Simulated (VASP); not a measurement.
A run of VASP 6.6.1 is set up as follows.

The input INCAR:

```
PREC = Normal
ENCUT = 520
EDIFF = 1E-4
ISMEAR = 0
SIGMA = 0.15
LREAL = F
LASPH = T
NELM = 60
ALGO = Fast
ISIF = 3
LWAVE = F
LCHARG = F
GGA = PE
IBRION = 2
NSW = 24
EDIFFG = -0.08
```

File KPOINTS:

```
regular mesh
0
Gamma
  3 3 3
```

Contents of POSCAR:

```
Ga4As3P
1.0
    0.0000000000      4.4725185200      4.4725185200
    4.4725185200      0.0000000000      4.4725185200
    4.4725185200      4.4725185200      0.0000000000
Ga P As
4 1 3
Direct
    0.8702816700      0.3891549900      0.8702816700
    0.8702816700      0.8702816700      0.8702816700
    0.3891549900      0.8702816700      0.8702816700
    0.8702816700      0.8702816700      0.3891549900
    0.0000000000      0.0000000000      0.0000000000
    0.7500000000      0.7500000000      0.7500000000
    0.5000000000      0.5000000000      0.5000000000
    0.2500000000      0.2500000000      0.2500000000
```

Potentials or basis: VASP PAW PBE potentials, release 64 (Ga_d, P, As).

Run with:

```console
$ cat potpaw_PBE.64/Ga_d/POTCAR potpaw_PBE.64/P/POTCAR potpaw_PBE.64/As/POTCAR > POTCAR
$ mpirun -np 1 vasp_std > vasp.out
```

(1) Predict the relaxed cell.

(2) Estimate the relaxed volume.

(3) Predict the band gap on the k mesh.

(4) Estimate the space group after relaxing (to 0.05 Å).

Answers

(1) a = 7.721 Å, b = 7.721 Å, c = 7.721 Å, α = 60.00°, β = 60.00°, γ = 60.00°.

(2) 40.68 Å³/atom.

(3) none (metal or under the smearing width).

(4) F-43m (No. 216).

Caveat: the k mesh is coarse (spacing up to 0.41 Å⁻¹), so the values aren't converged; the volume moved by over 15 % at a fixed basis, so the end points are rough.
